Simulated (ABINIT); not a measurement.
Os:

```
Os
1.0
     2.73410    0.00000    0.00000
    -1.36705    2.36780    0.00000
     0.00000    0.00000    4.31970
Os
2
Cartesian
  1.3671 0.7893 3.2398
  0.0000 1.5785 1.0799
```

Base run:

| Property | Result |
| --- | --- |
| Program | ABINIT 10.8.3 (patched build) |
| Functional | LDA |
| Potentials or basis | JTH PAW LDA v2.0 |
| Cutoff | 408 eV |
| k mesh | 14 × 14 × 8 |
| Occupations | fermi-dirac, width 0.05 eV |
| Spin | no spin polarisation |

Its results: band gap on the k mesh none (metal or under the smearing width); pressure -8.8 GPa.

Q: The run is repeated on the same cell with these changes: k mesh from 14 × 14 × 8 to 7 × 7 × 4. What comes out?

A: Band gap on the k mesh none (metal or under the smearing width); pressure -8.1 GPa.

Caveats: some runs use coarse meshes.

Not every run made on this cell is shown here.
